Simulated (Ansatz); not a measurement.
Pt (diamond type), DFT, PBE, norm-conserving pseudopotentials, Ansatz's default files, scalar-relativistic (Ansatz 0.2.0), on 1 thread of Intel(R) Xeon(R) 6975P-C (Granite Rapids) (shared host).

Command: `ansatz run input.yaml --threads 1 --pin off --max-ram 2048MiB --backend cpu --events-out ev --progress --plain --runs-dir out`

```yaml
crystal:
  lattice:
    - [0.0, 2.4356290215, 2.4356290215]
    - [2.4356290215, 0.0, 2.4356290215]
    - [2.4356290215, 2.4356290215, 0.0]
  atoms:
    - { symbol: Pt, position: [-0.125, -0.125, -0.125] }
    - { symbol: Pt, position: [0.125, 0.125, 0.125] }
kpoints:
  mp_grid: { grid: [14, 14, 14] }
scf:
  occupations: { method: fermi_dirac, width: 0.05 }
hamiltonian:
  xc: pbe
  pseudopotentials: { kind: nc }
output:
  forces: true
  stress: true
  eigenvalues: true
```

(1) How large is the problem that the program sets up?

(2) About how long does it take?

## Answers

(1) 104 irreducible k-points, 2637 plane waves at Γ, 22 bands.

(2) 5.4 s of wall time for 7 SCF iterations. Times on shared machines scatter by tens of per cent.
